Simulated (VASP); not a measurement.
# MoS2 in VASP: a series of runs

The runs below take MoS2 through single point, with LDA.

Program: VASP 6.6.1. These are calculated values, not measurements. Logs are shortened: lines on timing, memory, paths and dates and some standing lists are left out, and cuts for length are marked.

**1. Starting point**

The cell holds a sheet with vacuum, 3 atoms: a = 3.120 Å, b = 3.120 Å, c = 30.040 Å, α = 90.00°, β = 90.00°, γ = 120.00°.

The cell was built by a generator and needn't be a form met in nature.

**2. Single point, LDA**

File INCAR:

```
SYSTEM = MoS2
PREC = Accurate
ENCUT = 520
EDIFF = 1E-6
ISMEAR = 0
SIGMA = 0.03
LREAL = .FALSE.
LASPH = .TRUE.
NELM = 100
ALGO = Normal
ISIF = 2
LWAVE = .FALSE.
LCHARG = .FALSE.
LDIPOL = .TRUE.
IDIPOL = 3
DIPOL = 0.5 0.5 0.285
NBANDS = 20
```

File KPOINTS:

```
regular mesh
0
G
  12 12 1
  0 0 0
```

File POSCAR:

```
MoS2
1.0
    3.1199601891      0.0000000000      0.0000000000
   -1.5599800945      2.7019647825      0.0000000000
    0.0000000000      0.0000000000     30.0399999981
S Mo
2 1
Direct
    0.6666666667      0.3333333333      0.2332581909
    0.6666666667      0.3333333333      0.3366486001
    0.3333333333      0.6666666667      0.2849533955
```

Potentials or basis: VASP PAW LDA potentials, release 64 (S, Mo_sv).

The run is started by

```console
cat potpaw_LDA.64/S/POTCAR potpaw_LDA.64/Mo_sv/POTCAR > POTCAR
mpirun -np 1 vasp_std > vasp.out
```

OUTCAR:

```text
SYSTEM = MoS2
   PREC = Accurate
   ENCUT = 520
   EDIFF = 1E-6
   ISMEAR = 0
   LREAL = .FALSE.
   LASPH = .TRUE.
   NELM = 100
   ISIF = 2

 ion  position               nearest neighbor table
   1  0.667  0.333  0.233-   3 2.38   3 2.38   3 2.38
   2  0.667  0.333  0.337-   3 2.38   3 2.38   3 2.38
   3  0.333  0.667  0.285-   1 2.38   2 2.38   1 2.38   2 2.38   1 2.38   2 2.38

  LATTYP: Found a hexagonal cell.
 ALAT       =     3.1199601891
 C/A-ratio  =     9.6283279841

  Lattice vectors:

 A1 = (   3.1199601891,   0.0000000000,   0.0000000000)
 A2 = (  -1.5599800945,   2.7019647825,   0.0000000000)
 A3 = (   0.0000000000,   0.0000000000,  30.0399999981)

Analysis of symmetry for initial positions (statically):
=====================================================================
 Subroutine PRICEL returns:
 Original cell was already a primitive cell.

 Routine SETGRP: Setting up the symmetry group for a
 hexagonal supercell.

 Subroutine GETGRP returns: Found 12 space group operations
 (whereof  6 operations were pure point group operations)
 out of a pool of 24 trial point group operations.

The static configuration has the point symmetry C_3v.
 The point group associated with its full space group is D_3h.

Analysis of symmetry for dynamics (positions and initial velocities):
=====================================================================
 Subroutine PRICEL returns:
 Original cell was already a primitive cell.

 Routine SETGRP: Setting up the symmetry group for a
 hexagonal supercell.

 Subroutine GETGRP returns: Found 12 space group operations
 (whereof  6 operations were pure point group operations)
 out of a pool of 24 trial point group operations.

The dynamic configuration has the point symmetry C_3v.
 The point group associated with its full space group is D_3h.

 Subroutine INISYM returns: Found 12 space group operations
 (whereof  6 operations are pure point group operations),
 and found     1 'primitive' translations

----------------------------------------------------------------------------------------

                                     Primitive cell

  volume of cell :     253.2379

  direct lattice vectors                    reciprocal lattice vectors
     3.119960189  0.000000000  0.000000000     0.320516910  0.185050524  0.000000000
    -1.559980094  2.701964783  0.000000000     0.000000000  0.370101049  0.000000000
     0.000000000  0.000000000 30.039999998     0.000000000  0.000000000  0.033288948

  length of vectors
     3.119960189  3.119960189 30.039999998     0.370101049  0.370101049  0.033288948

  position of ions in fractional coordinates (direct lattice)
     0.666666667  0.333333333  0.233258191
     0.666666667  0.333333333  0.336648600
     0.333333333  0.666666667  0.284953395

  ion indices of the primitive-cell ions
   primitive index   ion index
                 1           1
                 2           2
                 3           3

----------------------------------------------------------------------------------------

 KPOINTS: regular mesh

Automatic generation of k-mesh.
 Grid dimensions read from file:
 generate k-points for:   12   12    1

 Generating k-lattice:

  Cartesian coordinates                     Fractional coordinates (reciprocal lattice)
     0.026709743  0.015420877  0.000000000     0.083333333  0.000000000  0.000000000
     0.000000000  0.030841754  0.000000000     0.000000000  0.083333333  0.000000000
     0.000000000  0.000000000  0.033288948     0.000000000  0.000000000  1.000000000

  Length of vectors
     0.030841754  0.030841754  0.033288948

  Shift w.r.t. Gamma in fractional coordinates (k-lattice)
     0.000000000  0.000000000  0.000000000

 Subroutine IBZKPT returns following result:
 ===========================================

 Found     19 irreducible k-points:

 Following reciprocal coordinates:
            Coordinates               Weight
  0.000000  0.000000  0.000000      1.000000
  0.083333  0.000000  0.000000      6.000000
  0.166667  0.000000  0.000000      6.000000
  0.250000  0.000000  0.000000      6.000000
  0.333333  0.000000  0.000000      6.000000
  0.416667  0.000000  0.000000      6.000000
[... 11 lines left out ...]
  0.333333  0.250000  0.000000     12.000000
  0.333333  0.333333  0.000000      2.000000
   k-points           NKPTS =     19   k-points in BZ     NKDIM =     19   number of bands    NBANDS=     20
   number of dos      NEDOS =    301   number of ions     NIONS =      3
   total plane-waves  NPLWV = 129024
   dimension x,y,z NGX =    24 NGY =   24 NGZ =  224
   dimension x,y,z NGXF=    48 NGYF=   48 NGZF=  448
   ions per type =               2   1
   NGX,Y,Z   is equivalent  to a cutoff of  12.79, 12.79, 12.40 a.u.
   NGXF,Y,Z  is equivalent  to a cutoff of  25.58, 25.58, 24.79 a.u.
 SYSTEM =  MoS2
   PREC   = accura    normal or accurate (medium, high low for compatibility)
   ISTART =      0    job   : 0-new  1-cont  2-samecut
   ICHARG =      2    charge: 1-file 2-atom 10-const
   ISPIN  =      1    spin polarized calculation?
   LNONCOLLINEAR =      F non collinear calculations
   LSORBIT =      F    spin-orbit coupling
   LASPH  =      T    aspherical Exc in radial PAW
   ENCUT  =  520.0 eV  38.22 Ry    6.18 a.u.   5.80  5.80 55.85*2*pi/ulx,y,z
   NELM   =    100;   NELMIN=  2; NELMDL= -5     # of ELM steps
   EDIFF  = 0.1E-05   stopping-criterion for ELM
   LREAL  =      F    real-space projection
[... 7 lines left out ...]
   TEBEG  =    0.0;   TEEND  =   0.0 temperature during run
   PSTRESS=    0.0 pullay stress
   NELECT =      26.0000    total number of electrons
   NUPDOWN=      -1.0000    fix difference up-down
   EMIN   =  10.00;   EMAX   =-10.00  energy-range for DOS
   EFERMI =   0.00;   METHOD = LEGACY
   ISMEAR =     0;   SIGMA  =   0.03  broadening in eV -4-tet -1-fermi 0-gaus
   EFERMI_NEDOS =   21; number of points for ismear=-14 and -15
   IALGO  =     38    algorithm
   IMIX   =      4    mixing-type and parameters
     AMIX     =   0.40;   BMIX     =  1.00
     AMIX_MAG =   1.60;   BMIX_MAG =  1.00
  volume/ion in A,a.u.               =      84.41       569.64
  Fermi-wavevector in a.u.,A,eV,Ry     =   0.766578  1.448623  7.995354  0.587642
  Thomas-Fermi vector in A             =   1.866947
   LORBIT       =      0    0 simple, 1 ext, 2 COOP (PROOUT), +10 PAW based schemes
   GGA     = CA    functional components
   LHFCALC =     F    Hartree Fock is set to
   AEXX    =    0.0000 exact exchange contribution
   IVDW    =     0    specifies the selected vdW correction
   LEPSILON=     F    determine dielectric tensor
   LRPA    =     F    only Hartree local field effects (RPA)
 non-spin polarized calculation
 Gauss-broadening in eV      SIGMA  =   0.03
  energy-cutoff  :      520.00
  volume of cell :      253.24
 maximum number of plane-waves:      6870
 NGX is ok and might be reduce to    24
   NGX = 11   NGY = 11   NGZ =111

 dipolmoment           0.000000      0.000000     -0.000007 electrons x Angstroem

 number of electron      25.9999999 magnetization

 dipolmoment           0.000000      0.000000      0.000004 electrons x Angstroem

 Free energy of the ion-electron system (eV)
  ---------------------------------------------------
  ext. energy  EPLUGINS =         0.00000000
  ---------------------------------------------------
  free energy    TOTEN  =       -24.36663878 eV

  energy without entropy =      -24.36663878  energy(sigma->0) =      -24.36663878

 E-fermi :  -3.3121     XC(G=0):  -2.6640

 val. band max:       -3.4463178548   @ k =   0.3333   0.3333   0.0000
 cond. band min:      -1.5769691349   @ k =   0.3333   0.3333   0.0000
 fundamental gap:      1.8693487199
 Fermi energy:        -3.3121233427

 k-point     1 :       0.0000    0.0000    0.0000
  band No.  band energies     occupation
      1     -63.8513      2.00000
      2     -38.2481      2.00000
      3     -37.9511      2.00000
      4     -37.9511      2.00000
      5     -17.6857      2.00000
      6     -16.2898      2.00000
[... 12 lines left out ...]
     19       2.3202      0.00000
     20       2.7483      0.00000

 k-point     2 :       0.0833    0.0000    0.0000
  band No.  band energies     occupation
      1     -63.8479      2.00000
      2     -38.2417      2.00000
      3     -37.9835      2.00000
      4     -37.9584      2.00000
      5     -17.5725      2.00000
      6     -16.2446      2.00000
[... 12 lines left out ...]
     19       2.4607      0.00000
     20       2.9012      0.00000

 k-point     3 :       0.1667    0.0000    0.0000
  band No.  band energies     occupation
      1     -63.8386      2.00000
      2     -38.2241      2.00000
      3     -38.0714      2.00000
      4     -37.9783      2.00000
      5     -17.2501      2.00000
      6     -16.1160      2.00000
[... 12 lines left out ...]
     19       2.8689      0.00000
     20       3.3309      0.00000

 k-point     4 :       0.2500    0.0000    0.0000
  band No.  band energies     occupation
      1     -63.8259      2.00000
      2     -38.2000      2.00000
      3     -38.1895      2.00000
      4     -38.0053      2.00000
      5     -16.7711      2.00000
      6     -15.9267      2.00000
[... 314 lines left out ...]
 k-point    18 :       0.3333    0.2500    0.0000
  band No.  band energies     occupation
      1     -63.7958      2.00000
      2     -38.3395      2.00000
      3     -38.1957      2.00000
      4     -38.1426      2.00000
      5     -15.3671      2.00000
      6     -15.3432      2.00000
[... 12 lines left out ...]
     19       4.8795      0.00000
     20       5.8816      0.00000

 k-point    19 :       0.3333    0.3333    0.0000
  band No.  band energies     occupation
      1     -63.7940      2.00000
      2     -38.3044      2.00000
      3     -38.2505      2.00000
      4     -38.1393      2.00000
      5     -15.2959      2.00000
      6     -15.2763      2.00000
[... 12 lines left out ...]
     19       4.1688      0.00000
     20       6.1497      0.00000

------------------------ aborting loop because EDIFF is reached ----------------------------------------

 vacuum level on the upper side and lower side of the slab       (xc-potential included)        -0.007        -0.008

  FORCE on cell =-STRESS in cart. coord.  units (eV):
  Direction    XX          YY          ZZ          XY          YZ          ZX
  --------------------------------------------------------------------------------------
  -------------------------------------------------------------------------------------
  Total        0.0435346      0.0435346      0.0184255      0.0000000      0.0000000     -0.0000000
  in kB        0.2754332      0.2754332      0.1165737      0.0000000      0.0000000     -0.0000000
  external PRESSURE =       0.2224801 kB  Pullay stress =       0.0000000 kB

 VOLUME and BASIS-vectors are now :
 -----------------------------------------------------------------------------
  energy-cutoff  :      520.00
  volume of cell :      253.24
      direct lattice vectors                 reciprocal lattice vectors
     3.119960189  0.000000000  0.000000000     0.320516910  0.185050524  0.000000000
    -1.559980094  2.701964783  0.000000000     0.000000000  0.370101049  0.000000000
     0.000000000  0.000000000 30.039999998     0.000000000  0.000000000  0.033288948

 POSITION                                       TOTAL-FORCE (eV/Angst)
 -----------------------------------------------------------------------------------
      1.55998      0.90065      7.00708        -0.000000      0.000000     -0.014230
      1.55998      0.90065     10.11292        -0.000000      0.000000      0.014230
     -0.00000      1.80131      8.56000         0.000000      0.000000      0.000000
 -----------------------------------------------------------------------------------
    total drift:                                0.000000      0.000000     -0.000017

  FREE ENERGIE OF THE ION-ELECTRON SYSTEM (eV)
  ---------------------------------------------------
  free  energy   TOTEN  =       -24.3666387801 eV

  energy  without entropy=      -24.3666387801  energy(sigma->0) =      -24.36663878

 vacuum level on the upper side and lower side of the slab         2.701         2.701
```

Wall time 70 s (1 thread of Intel Xeon 6975P-C (Granite Rapids), shared host); peak memory 0.31 GiB.

What came out:

```yaml
Free_energy: -24.3666 eV
Largest_force: 0.014 eV/Å
Band_gap_on_the_k_mesh: 1.87 eV, direct
```

Forces on the atoms (eV/Å):
```
S    0.000  0.000 -0.014
S    0.000  0.000  0.014
Mo   0.000  0.000  0.000
```

**3. Single point, LDA**

This run uses another cell than the first one, of 49.66 Å³/atom, 0.588 times its volume.

File INCAR:

```
PREC = Accurate
ENCUT = 520
EDIFF = 1E-6
ISMEAR = 0
SIGMA = 0.03
LREAL = F
LASPH = T
NELM = 100
ALGO = Normal
ISIF = 2
LWAVE = F
LCHARG = F
LDIPOL = T
IDIPOL = 3
DIPOL = 0.5 0.5 0.500
GGA = CA
NBANDS = 20
```

File KPOINTS:

```
Automatic mesh
0
Gamma
  12 12 1
```

File POSCAR:

```
MoS2
1.0
    3.1700000000      0.0000000000      0.0000000000
   -1.5850000000      2.7453005300      0.0000000000
    0.0000000000      0.0000000000     17.1200000000
S Mo
2 1
Direct
    0.6666670000      0.3333330000      0.4088785047
    0.6666670000      0.3333330000      0.5911214953
    0.3333330000      0.6666670000      0.5000000000
```

Potentials or basis: VASP PAW LDA potentials, release 64 (S, Mo_sv).

The run is started by

```console
cat potpaw_LDA.64/S/POTCAR potpaw_LDA.64/Mo_sv/POTCAR > POTCAR
mpirun -np 1 vasp_std > vasp.out
```

It took 34 s on 1 thread of Intel Xeon 6975P-C (Granite Rapids), shared host; peak memory 0.22 GiB.

Results (log left out):

```
Free energy            : -24.3339 eV
Largest force          : 0.452 eV/Å
Band gap on the k mesh : 1.72 eV, direct
```

Forces on the atoms (eV/Å):
```
S    0.000  0.000  0.452
S    0.000  0.000 -0.452
Mo   0.000  0.000  0.000
```

Levels at points of the mesh, in eV from the valence-band top:
| k point | band 11 | band 12 | band 13 | band 14 | band 15 | band 16 |
| --- | --- | --- | --- | --- | --- | --- |
| (0.00, 0.00, 0.00) | -1.47 | -1.47 | -0.01 | 2.82 | 2.82 | 3.09 |
| (0.50, 0.00, 0.00) | -1.84 | -0.90 | -0.60 | 2.31 | 2.82 | 3.89 |

LDA gaps usually lie below the measured ones, often by a third to a half.
